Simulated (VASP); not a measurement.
# BN (F-43m) in VASP: a series of runs, part 2 of 2

VASP 6.6.1. Earlier steps stand in the parts before.

**3. Band structure, LDA**

POSCAR

```
BN                                      
1.0
    0.0000000000      1.8122866047      1.8122866047
    1.8122866047      0.0000000000      1.8122866047
    1.8122866047      1.8122866047      0.0000000000
  B               N             
     1     1
Direct
     0.0000000000000000    0.0000000000000000    0.0000000000000000
     0.2500000000000000    0.2500000000000000    0.2500000000000000
```

INCAR.step1

```
SYSTEM = BN
ALGO     = Normal         ! electronic algorithm
EDIFF    = 1E-6           ! SCF threshold, eV
ENCUT    = 450            ! plane-wave cutoff, eV
GGA      = CA             ! functional
ISIF     = 2              ! what is computed and relaxed
ISMEAR   = 0              ! smearing method
KPAR     = 2            
LASPH    = .True.         ! aspherical terms in the spheres
LCHARG   = .True.         ! write CHGCAR
LREAL    = .False.        ! projectors in reciprocal space
LWAVE    = .False.        ! write WAVECAR
NELM     = 120            ! most SCF steps
PREC     = Accurate       ! precision mode
SIGMA    = 0.02           ! smearing width, eV
```

KPOINTS.step1

```
k-points
0
Gamma
  16 16 16
  0 0 0
```

INCAR.step2

```
SYSTEM = BN
ALGO     = Normal         ! electronic algorithm
EDIFF    = 1E-6           ! SCF threshold, eV
ENCUT    = 450            ! plane-wave cutoff, eV
GGA      = CA             ! functional
ICHARG   = 11             ! starting density
ISIF     = 2              ! what is computed and relaxed
ISMEAR   = 0              ! smearing method
KPAR     = 2            
LASPH    = .True.         ! aspherical terms in the spheres
LCHARG   = .False.        ! write CHGCAR
LREAL    = .False.        ! projectors in reciprocal space
LWAVE    = .False.        ! write WAVECAR
NELM     = 120            ! most SCF steps
PREC     = Accurate       ! precision mode
SIGMA    = 0.05           ! smearing width, eV
```

KPOINTS.step2

```
path GXWKGLUWLK,UX
15
line-mode
reciprocal
 0.0000000000  0.0000000000  0.0000000000  G
 0.5000000000  0.0000000000  0.5000000000  X

 0.5000000000  0.0000000000  0.5000000000  X
 0.5000000000  0.2500000000  0.7500000000  W

 0.5000000000  0.2500000000  0.7500000000  W
 0.3750000000  0.3750000000  0.7500000000  K

 0.3750000000  0.3750000000  0.7500000000  K
 0.0000000000  0.0000000000  0.0000000000  G

 0.0000000000  0.0000000000  0.0000000000  G
 0.5000000000  0.5000000000  0.5000000000  L

 0.5000000000  0.5000000000  0.5000000000  L
 0.6250000000  0.2500000000  0.6250000000  U

 0.6250000000  0.2500000000  0.6250000000  U
 0.5000000000  0.2500000000  0.7500000000  W

 0.5000000000  0.2500000000  0.7500000000  W
 0.5000000000  0.5000000000  0.5000000000  L

 0.5000000000  0.5000000000  0.5000000000  L
 0.3750000000  0.3750000000  0.7500000000  K

 0.6250000000  0.2500000000  0.6250000000  U
 0.5000000000  0.0000000000  0.5000000000  X
```

Potentials or basis: VASP PAW LDA potentials, release 64 (B, N).

Launch:

```console
$ cat potpaw_LDA.64/B/POTCAR potpaw_LDA.64/N/POTCAR > POTCAR
$ cp INCAR.step1 INCAR
$ cp KPOINTS.step1 KPOINTS
$ mpirun -np 2 vasp_std > vasp.out
$ cp INCAR.step2 INCAR
$ cp KPOINTS.step2 KPOINTS
$ mpirun -np 2 vasp_std > vasp.out
```

OUTCAR:

```text
SYSTEM = BN
   EDIFF = 1E-6
   ENCUT = 450
   GGA = CA
   ICHARG = 11
   ISIF = 2
   ISMEAR = 0
   LASPH = .True.
   LREAL = .False.
   NELM = 120
   PREC = Accurate

 ion  position               nearest neighbor table
   1  0.000  0.000  0.000-   2 1.57   2 1.57   2 1.57   2 1.57
   2  0.250  0.250  0.250-   1 1.57   1 1.57   1 1.57   1 1.57

  LATTYP: Found a face centered cubic cell.
 ALAT       =     3.6245732094

  Lattice vectors:

 A1 = (   0.0000000000,   1.8122866047,   1.8122866047)
 A2 = (   1.8122866047,   0.0000000000,   1.8122866047)
 A3 = (   1.8122866047,   1.8122866047,   0.0000000000)

Analysis of symmetry for initial positions (statically):
=====================================================================
 Subroutine PRICEL returns:
 Original cell was already a primitive cell.

 Routine SETGRP: Setting up the symmetry group for a
 face centered cubic supercell.

 Subroutine GETGRP returns: Found 24 space group operations
 (whereof 24 operations were pure point group operations)
 out of a pool of 48 trial point group operations.

The static configuration has the point symmetry T_d .

Analysis of symmetry for dynamics (positions and initial velocities):
=====================================================================
 Subroutine PRICEL returns:
 Original cell was already a primitive cell.

 Routine SETGRP: Setting up the symmetry group for a
 face centered cubic supercell.

 Subroutine GETGRP returns: Found 24 space group operations
 (whereof 24 operations were pure point group operations)
 out of a pool of 48 trial point group operations.

The dynamic configuration has the point symmetry T_d .

 Subroutine INISYM returns: Found 24 space group operations
 (whereof 24 operations are pure point group operations),
 and found     1 'primitive' translations

[... 109 lines left out ...]
  volume/ion in A,a.u.               =       5.95        40.17
  Fermi-wavevector in a.u.,A,eV,Ry     =   1.433952  2.709776 27.976549  2.056218
  Thomas-Fermi vector in A             =   2.553414
   LORBIT       =      0    0 simple, 1 ext, 2 COOP (PROOUT), +10 PAW based schemes
   GGA     = CA    functional components
   LHFCALC =     F    Hartree Fock is set to
   AEXX    =    0.0000 exact exchange contribution
   IVDW    =     0    specifies the selected vdW correction
   LEPSILON=     F    determine dielectric tensor
   LRPA    =     F    only Hartree local field effects (RPA)
 non-spin polarized calculation
 Gauss-broadening in eV      SIGMA  =   0.05
  energy-cutoff  :      450.00
  volume of cell :       11.90
 maximum number of plane-waves:       271

 number of electron       7.9999999 magnetization

 Free energy of the ion-electron system (eV)
  ---------------------------------------------------
  ext. energy  EPLUGINS =         0.00000000
  ---------------------------------------------------
  free energy    TOTEN  =       -20.01367336 eV

  energy without entropy =      -20.01367336  energy(sigma->0) =      -20.01367336

 E-fermi :   7.5056     XC(G=0): -13.0667

 val. band max:        7.2913633625   @ k =   0.0000   0.0000   0.0000
 cond. band min:      11.6243679010   @ k =   0.5000   0.0000   0.5000
 fundamental gap:      4.3330045385
 Fermi energy:         7.5055575927

 k-point     1 :       0.0000    0.0000    0.0000
  band No.  band energies     occupation
      1     -12.6894      2.00000
      2       7.2914      2.00000
      3       7.2914      2.00000
      4       7.2914      2.00000
      5      15.9369      0.00000
      6      15.9369      0.00000
      7      15.9369      0.00000
      8      17.6005      0.00000
[... 243 lines left out ...]
 k-point    24 :       0.5000    0.1429    0.6429
  band No.  band energies     occupation
      1      -6.8852      2.00000
      2      -1.0051      2.00000
      3       1.3493      2.00000
      4       1.4033      2.00000
      5      14.1860      0.00000
      6      18.4827      0.00000
      7      22.7986      0.00000
      8      24.1989      0.00000

 [... further k-points ...]

------------------------ aborting loop because EDIFF is reached ----------------------------------------

  FORCE on cell =-STRESS in cart. coord.  units (eV):
  Direction    XX          YY          ZZ          XY          YZ          ZX
  --------------------------------------------------------------------------------------
  -------------------------------------------------------------------------------------
  Total       -1.6929387     -1.6929387     -1.6929387     -0.0000000     -0.0000000     -0.0000000
  in kB     -227.8458758   -227.8458758   -227.8458758     -0.0000000     -0.0000000     -0.0000000
  external PRESSURE =    -227.8458758 kB  Pullay stress =       0.0000000 kB

 VOLUME and BASIS-vectors are now :
 -----------------------------------------------------------------------------
  energy-cutoff  :      450.00
  volume of cell :       11.90
      direct lattice vectors                 reciprocal lattice vectors
     0.000000000  1.812286605  1.812286605    -0.275894552  0.275894552  0.275894552
     1.812286605  0.000000000  1.812286605     0.275894552 -0.275894552  0.275894552
     1.812286605  1.812286605  0.000000000     0.275894552  0.275894552 -0.275894552

 POSITION                                       TOTAL-FORCE (eV/Angst)
 -----------------------------------------------------------------------------------
      0.00000      0.00000      0.00000         0.000000      0.000000      0.000000
      0.90614      0.90614      0.90614        -0.000000     -0.000000     -0.000000
 -----------------------------------------------------------------------------------
    total drift:                               -0.000000     -0.000000     -0.000000

  FREE ENERGIE OF THE ION-ELECTRON SYSTEM (eV)
  ---------------------------------------------------
  free  energy   TOTEN  =       -20.0136733555 eV

  energy  without entropy=      -20.0136733555  energy(sigma->0) =      -20.01367336
```

Run time: 8.7 s. Hardware: 2 MPI ranks of Intel Xeon Platinum 8259CL at 2.50GHz (Skylake/Cascade Lake), shared host; peak memory 0.11 GiB.

What came out:

```
Band gap on the k mesh  : 4.33 eV, indirect (least direct gap 8.65 eV)
Band gap along the path : 4.33 eV, indirect (least direct gap 8.65 eV)
```

Levels at the corners of the path, in eV from the valence-band top:
| point | band 1 | band 2 | band 3 | band 4 | band 5 | band 6 | band 7 | band 8 |
| --- | --- | --- | --- | --- | --- | --- | --- | --- |
| Γ | -19.98 | 0.00 | 0.00 | 0.00 | 8.65 | 8.65 | 8.65 | 10.31 |
| X | -14.37 | -8.84 | -4.89 | -4.89 | 4.33 | 9.10 | 17.59 | 17.59 |
| X | -14.37 | -8.84 | -4.89 | -4.89 | 4.33 | 9.10 | 17.59 | 17.59 |
| W | -14.04 | -7.47 | -6.97 | -6.51 | 9.40 | 13.13 | 14.20 | 14.54 |
| W | -14.04 | -7.47 | -6.97 | -6.51 | 9.40 | 13.13 | 14.20 | 14.54 |
| K | -14.27 | -8.03 | -7.67 | -4.07 | 6.77 | 12.70 | 15.54 | 16.41 |
| K | -14.27 | -8.03 | -7.67 | -4.07 | 6.77 | 12.70 | 15.54 | 16.41 |
| Γ | -19.98 | 0.00 | 0.00 | 0.00 | 8.65 | 8.65 | 8.65 | 10.31 |
| Γ | -19.98 | 0.00 | 0.00 | 0.00 | 8.65 | 8.65 | 8.65 | 10.31 |
| L | -15.74 | -10.64 | -1.94 | -1.94 | 10.10 | 10.52 | 10.52 | 14.94 |
| L | -15.74 | -10.64 | -1.94 | -1.94 | 10.10 | 10.52 | 10.52 | 14.94 |
| U | -14.27 | -8.03 | -7.67 | -4.07 | 6.77 | 12.70 | 15.54 | 16.41 |
| U | -14.27 | -8.03 | -7.67 | -4.07 | 6.77 | 12.70 | 15.54 | 16.41 |
| W | -14.04 | -7.47 | -6.97 | -6.51 | 9.40 | 13.13 | 14.20 | 14.54 |
| W | -14.04 | -7.47 | -6.97 | -6.51 | 9.40 | 13.13 | 14.20 | 14.54 |
| L | -15.74 | -10.64 | -1.94 | -1.94 | 10.10 | 10.52 | 10.52 | 14.94 |
| L | -15.74 | -10.64 | -1.94 | -1.94 | 10.10 | 10.52 | 10.52 | 14.94 |
| K | -14.27 | -8.03 | -7.67 | -4.07 | 6.77 | 12.70 | 15.54 | 16.41 |
| U | -14.27 | -8.03 | -7.67 | -4.07 | 6.77 | 12.70 | 15.54 | 16.41 |
| X | -14.37 | -8.84 | -4.89 | -4.89 | 4.33 | 9.10 | 17.59 | 17.59 |

Caveat: the cutoff is under 1.25 times the usual one of these potentials, so pressure, stress and relaxed cells hold a basis-set (Pulay) error; the log is that of the step along the path at fixed density, whose energy, stress, charges and moments have no meaning.

**4. Band structure, PBE**

POSCAR is that of step 3.

INCAR.step1: that of step 3 with these lines changed.

```diff
@@ -4,3 +4,3 @@
 ENCUT    = 450            ! plane-wave cutoff, eV
-GGA      = CA             ! functional
+GGA      = PE             ! functional
 ISIF     = 2              ! what is computed and relaxed
```

KPOINTS.step1 is that of step 3.

INCAR.step2: that of step 3 with these lines changed.

```diff
@@ -4,3 +4,3 @@
 ENCUT    = 450            ! plane-wave cutoff, eV
-GGA      = CA             ! functional
+GGA      = PE             ! functional
 ICHARG   = 11             ! starting density
```

KPOINTS.step2 is that of step 3.

Potentials or basis: VASP PAW PBE potentials, release 64 (B, N).

Launch:

```console
$ cat potpaw_PBE.64/B/POTCAR potpaw_PBE.64/N/POTCAR > POTCAR
$ cp INCAR.step1 INCAR
$ cp KPOINTS.step1 KPOINTS
$ mpirun -np 2 vasp_std > vasp.out
$ cp INCAR.step2 INCAR
$ cp KPOINTS.step2 KPOINTS
$ mpirun -np 2 vasp_std > vasp.out
```

Wall time 11 s (2 MPI ranks of Intel Xeon Platinum 8259CL at 2.50GHz (Skylake/Cascade Lake), shared host); peak memory 0.11 GiB.

Results (log left out):

```yaml
Band_gap_on_the_k_mesh: 4.45 eV, indirect (least direct gap 8.78 eV)
Band_gap_along_the_path: 4.45 eV, indirect (least direct gap 8.78 eV)
```

Levels at the corners of the path, in eV from the valence-band top:
| point | band 1 | band 2 | band 3 | band 4 | band 5 | band 6 | band 7 | band 8 |
| --- | --- | --- | --- | --- | --- | --- | --- | --- |
| Γ | -20.14 | 0.00 | 0.00 | 0.00 | 8.78 | 8.78 | 8.78 | 10.22 |
| X | -14.61 | -8.87 | -4.87 | -4.87 | 4.45 | 9.18 | 17.81 | 17.81 |
| X | -14.61 | -8.87 | -4.87 | -4.87 | 4.45 | 9.18 | 17.81 | 17.81 |
| W | -14.30 | -7.56 | -6.91 | -6.45 | 9.56 | 13.21 | 14.46 | 14.54 |
| W | -14.30 | -7.56 | -6.91 | -6.45 | 9.56 | 13.21 | 14.46 | 14.54 |
| K | -14.53 | -8.09 | -7.60 | -4.05 | 6.88 | 12.80 | 15.72 | 16.56 |
| K | -14.53 | -8.09 | -7.60 | -4.05 | 6.88 | 12.80 | 15.72 | 16.56 |
| Γ | -20.14 | 0.00 | 0.00 | 0.00 | 8.78 | 8.78 | 8.78 | 10.22 |
| Γ | -20.14 | 0.00 | 0.00 | 0.00 | 8.78 | 8.78 | 8.78 | 10.22 |
| L | -15.96 | -10.62 | -1.93 | -1.93 | 10.04 | 10.66 | 10.66 | 15.18 |
| L | -15.96 | -10.62 | -1.93 | -1.93 | 10.04 | 10.66 | 10.66 | 15.18 |
| U | -14.53 | -8.09 | -7.60 | -4.05 | 6.88 | 12.80 | 15.72 | 16.56 |
| U | -14.53 | -8.09 | -7.60 | -4.05 | 6.88 | 12.80 | 15.72 | 16.56 |
| W | -14.30 | -7.56 | -6.91 | -6.45 | 9.56 | 13.21 | 14.46 | 14.54 |
| W | -14.30 | -7.56 | -6.91 | -6.45 | 9.56 | 13.21 | 14.46 | 14.54 |
| L | -15.96 | -10.62 | -1.93 | -1.93 | 10.04 | 10.66 | 10.66 | 15.18 |
| L | -15.96 | -10.62 | -1.93 | -1.93 | 10.04 | 10.66 | 10.66 | 15.18 |
| K | -14.53 | -8.09 | -7.60 | -4.05 | 6.88 | 12.80 | 15.72 | 16.56 |
| U | -14.53 | -8.09 | -7.60 | -4.05 | 6.88 | 12.80 | 15.72 | 16.56 |
| X | -14.61 | -8.87 | -4.87 | -4.87 | 4.45 | 9.18 | 17.81 | 17.81 |

Caveat: the cutoff is under 1.25 times the usual one of these potentials, so pressure, stress and relaxed cells hold a basis-set (Pulay) error; the log is that of the step along the path at fixed density, whose energy, stress, charges and moments have no meaning.

**5. Band structure, r2SCAN**

INCAR

```
SYSTEM = BN
ALGO     = Normal         ! electronic algorithm
EDIFF    = 1E-6           ! SCF threshold, eV
ENCUT    = 450            ! plane-wave cutoff, eV
ISIF     = 2              ! what is computed and relaxed
ISMEAR   = 0              ! smearing method
KPAR     = 2            
LASPH    = .True.         ! aspherical terms in the spheres
LCHARG   = .False.        ! write CHGCAR
LMIXTAU  = .True.       
LREAL    = .False.        ! projectors in reciprocal space
LWAVE    = .False.        ! write WAVECAR
METAGGA  = R2SCAN         ! meta-GGA
NELM     = 120            ! most SCF steps
PREC     = Accurate       ! precision mode
SIGMA    = 0.02           ! smearing width, eV
```

KPOINTS

```
k-points
0
Gamma
  16 16 16
  0 0 0
```

POSCAR is that of step 4.

KPOINTS_OPT

```
path GXWKGLUWLK,UX
15
line-mode
reciprocal
 0.0000000000  0.0000000000  0.0000000000  G
 0.5000000000  0.0000000000  0.5000000000  X

 0.5000000000  0.0000000000  0.5000000000  X
 0.5000000000  0.2500000000  0.7500000000  W

 0.5000000000  0.2500000000  0.7500000000  W
 0.3750000000  0.3750000000  0.7500000000  K

 0.3750000000  0.3750000000  0.7500000000  K
 0.0000000000  0.0000000000  0.0000000000  G

 0.0000000000  0.0000000000  0.0000000000  G
 0.5000000000  0.5000000000  0.5000000000  L

 0.5000000000  0.5000000000  0.5000000000  L
 0.6250000000  0.2500000000  0.6250000000  U

 0.6250000000  0.2500000000  0.6250000000  U
 0.5000000000  0.2500000000  0.7500000000  W

 0.5000000000  0.2500000000  0.7500000000  W
 0.5000000000  0.5000000000  0.5000000000  L

 0.5000000000  0.5000000000  0.5000000000  L
 0.3750000000  0.3750000000  0.7500000000  K

 0.6250000000  0.2500000000  0.6250000000  U
 0.5000000000  0.0000000000  0.5000000000  X
```

Launch:

```console
$ cat potpaw_PBE.64/B/POTCAR potpaw_PBE.64/N/POTCAR > POTCAR
$ mpirun -np 2 vasp_std > vasp.out
```

Wall time 41 s (2 MPI ranks of Intel Xeon Platinum 8259CL at 2.50GHz (Skylake/Cascade Lake), shared host); peak memory 0.13 GiB.

The run converged. Its results:

```
Free energy             : -19.1676 eV
Band gap on the k mesh  : 4.96 eV, indirect (least direct gap 9.48 eV)
Band gap along the path : 4.96 eV, indirect (least direct gap 9.48 eV)
```

Levels at the corners of the path, in eV from the valence-band top:
```tsv
point	band 2	band 3	band 4	band 5	band 6	band 7
Γ	0.00	0.00	0.00	9.48	9.48	9.48
X	-9.27	-5.06	-5.06	4.96	9.76	19.14
X	-9.27	-5.06	-5.06	4.96	9.76	19.14
W	-7.94	-7.16	-6.63	10.30	14.15	15.40
W	-7.94	-7.16	-6.63	10.30	14.15	15.40
K	-8.47	-7.84	-4.21	7.47	13.61	16.87
K	-8.47	-7.84	-4.21	7.47	13.61	16.87
Γ	0.00	0.00	0.00	9.48	9.48	9.48
Γ	0.00	0.00	0.00	9.48	9.48	9.48
L	-11.01	-2.00	-2.00	10.67	11.42	11.42
L	-11.01	-2.00	-2.00	10.67	11.42	11.42
U	-8.47	-7.84	-4.21	7.47	13.61	16.87
U	-8.47	-7.84	-4.21	7.47	13.61	16.87
W	-7.94	-7.16	-6.63	10.30	14.15	15.40
W	-7.94	-7.16	-6.63	10.30	14.15	15.40
L	-11.01	-2.00	-2.00	10.67	11.42	11.42
L	-11.01	-2.00	-2.00	10.67	11.42	11.42
K	-8.47	-7.84	-4.21	7.47	13.61	16.87
U	-8.47	-7.84	-4.21	7.47	13.61	16.87
X	-9.27	-5.06	-5.06	4.96	9.76	19.14
```

Caveat: the cutoff is under 1.25 times the usual one of these potentials, so pressure, stress and relaxed cells hold a basis-set (Pulay) error; the PAW data sets were made with another functional, which shifts forces and pressure a little.

**6. Overview**

```csv
task,level,potentials or basis,gap on the mesh (eV)
dielectric tensor,PBE,"VASP PAW PBE potentials, release 64 (B, N)",4.45
band structure,LDA,"VASP PAW LDA potentials, release 64 (B, N)",4.33
band structure,PBE,"VASP PAW PBE potentials, release 64 (B, N)",4.45
band structure,r2SCAN,"VASP PAW PBE potentials, release 64 (B, N)",4.96
```

Alike in all rows: no spin polarisation; cell as given; k mesh 16 × 16 × 16; cutoff (eV) 450; smearing gaussian 0.02 eV.

Caveats: the cutoff is under 1.25 times the usual one of these potentials, so pressure, stress and relaxed cells hold a basis-set (Pulay) error; the PAW data sets were made with another functional, which shifts forces and pressure a little (some runs).

Total energies depend on the potentials used, so only differences within one code and one set of settings carry meaning.

**7. How close it comes**

Step 2. Measured gap of BN: 6.4 eV (indirect; 300 K; a printed reference work, monograph). This calculation gives 4.45 eV (-1.95 eV). The value is that of PBE on a finite k mesh, which can miss the band edges, without temperature or zero-point motion. Semilocal functionals fall short of measured gaps as a rule. The cell is a database's relaxed one, not the measured one, which moves gaps too.

Step 3. Against the measured gap of BN, 6.4 eV (indirect; 300 K; a printed reference work, monograph), the calculated 4.33 eV is off by -2.07 eV. The value is that of LDA, without temperature or zero-point motion. Semilocal functionals fall short of measured gaps as a rule. The cell is a database's relaxed one, not the measured one, which moves gaps too.

Step 4. Measured gap of BN: 6.4 eV (indirect; 300 K; a printed reference work, monograph). This calculation gives 4.45 eV (-1.95 eV). The value is that of PBE, without temperature or zero-point motion. Semilocal functionals fall short of measured gaps as a rule. The cell is a database's relaxed one, not the measured one, which moves gaps too.

Step 5. Against the measured gap of BN, 6.4 eV (indirect; 300 K; a printed reference work, monograph), the calculated 4.96 eV is off by -1.44 eV. The value is that of r2SCAN, without temperature or zero-point motion. The cell is a database's relaxed one, not the measured one, which moves gaps too.
